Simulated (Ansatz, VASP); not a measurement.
**GaP in VASP and in Ansatz**

```
CELL_PARAMETERS angstrom
0.00000 2.68372 2.75254
2.68372 0.00000 2.75254
2.68372 2.68372 0.00000
ATOMIC_POSITIONS crystal
Ga 0.00000 0.00000 0.00000
P 0.75000 0.75000 0.75000
```

Change from the starting cell: strain -0.025 along x and y, +0.000 along z, atoms carried along.

Alike in both runs: task single point; functional PBE; k mesh 8 × 8 × 8; occupations gaussian, width 0.05 eV; no spin polarisation.

```csv
,VASP,Ansatz
version,VASP 6.6.1,Ansatz 0.2.0
potentials or method,"VASP PAW PBE potentials, release 64 (Ga_d, P)","scalar-relativistic, plane waves, PAW"
plane-wave cutoff (eV),520,420
valence electrons in the cell,18,18
```

```csv
,VASP,Ansatz,Ansatz less VASP
gap on the k mesh at the Fermi level (eV),1.48,1.48,0.000
least direct gap on the mesh (eV),1.94,1.95,+0.001
pressure (GPa),4.3,4.4,+0.10
largest component of the traceless stress (GPa),1.30,1.30,-0.003
```

A k mesh can miss the band edges.
